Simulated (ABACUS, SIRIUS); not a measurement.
This is a calculation of Bi (Bismuth) for ABACUS 3.10.1. Atoms were shifted at random by some hundredths of an Å from the given cell, which wasn't relaxed again for these runs. 

The input INPUT:

```
INPUT_PARAMETERS
suffix              Bi
calculation         scf
basis_type          pw
pseudo_dir          ./
symmetry            1
dft_functional      pbesol
ecutwfc             66
pseudo_rcut         7
nspin               1
nbands              19
ks_solver           dav
smearing_method     fd
smearing_sigma      0.00367493
scf_thr             1e-08
scf_nmax            100
mixing_type         broyden
mixing_beta         0.7
cal_force           1
cal_stress          1
out_chg             1
out_pot             2
out_elf             1
```

Contents of STRU:

```
ATOMIC_SPECIES
Bi 208.9804 Bi.upf

LATTICE_CONSTANT
1.8897261246

LATTICE_VECTORS
2.2675000000 1.3091417354 3.9380000000
-2.2675000000 1.3091417354 3.9380000000
0.0000000000 -2.6182834708 3.9380000000

ATOMIC_POSITIONS
Direct

Bi
0.0
2
0.7724340000 0.7862450000 0.7540610000 1 1 1
0.2322200000 0.2385820000 0.2322520000 1 1 1
```

Contents of KPT:

```
K_POINTS
0
Gamma
7 7 7 0 0 0
```

Potentials or basis: PseudoDojo NC SR 0.4.1 PBEsol standard, plane waves.

Launch:

```console
$ OMP_NUM_THREADS=1 mpirun -np 4 abacus > log
```

Task: What does the same run look like in SIRIUS 7.12.0? Potentials or basis there: PseudoDojo 0.4.1 PBEsol standard (scalar relativistic), cutoff 915 eV.

Result: As run (cutoffs and basis follow the program's own potentials, and thresholds, step limits or extra output files can differ):

Contents of sirius.json:

```json
{
  "control": {
    "processing_unit": "cpu",
    "verbosity": 2,
    "num_bands_to_print": 23,
    "print_forces": true,
    "print_stress": true
  },
  "parameters": {
    "electronic_structure_method": "pseudopotential",
    "xc_functionals": ["XC_GGA_X_PBE_SOL", "XC_GGA_C_PBE_SOL"],
    "gk_cutoff": 8.2,
    "pw_cutoff": 16.4,
    "ngridk": [7, 7, 7],
    "shiftk": [0, 0, 0],
    "smearing": "fermi_dirac",
    "smearing_width": 0.0018374661,
    "num_bands": 23,
    "num_mag_dims": 0,
    "num_dft_iter": 100,
    "energy_tol": 1e-08,
    "density_tol": 1e-06
  },
  "iterative_solver": {
    "type": "davidson",
    "min_tolerance": 1e-10
  },
  "mixer": {
    "type": "anderson",
    "beta": 0.7,
    "max_history": 8
  },
  "settings": {
    "tol_ne": 1e-10,
    "pseudo_grid_cutoff": 6.5
  },
  "unit_cell": {
    "lattice_vectors": [
      [4.284953987589, 2.473919338223, 7.441741478776],
      [-4.284953987589, 2.473919338223, 7.441741478776],
      [0.0, -4.947838676447, 7.441741478776]
    ],
    "atom_coordinate_units": "lattice",
    "atom_types": ["Bi"],
    "atom_files": {
      "Bi": "Bi.json"
    },
    "atoms": {
      "Bi": [
        [0.772434, 0.786245, 0.754061],
        [0.23222, 0.238582, 0.232252]
      ]
    }
  }
}
```

Potentials or basis: PseudoDojo 0.4.1 PBEsol standard (scalar relativistic).

Run with:

```bash
$ upf_to_json Bi.upf
$ OMP_NUM_THREADS=1 sirius.scf --input=sirius.json --output=out.json --task=0
```

Both were run:

|  | ABACUS | SIRIUS |
| --- | --- | --- |
| Pressure | 0.3 GPa | 0.3 GPa |
| Largest force | 0.456 eV/Å | 0.456 eV/Å |
| Energy over the undisturbed cell | 10.0 meV/atom | 10.0 meV/atom |

Pressure is positive in compression.
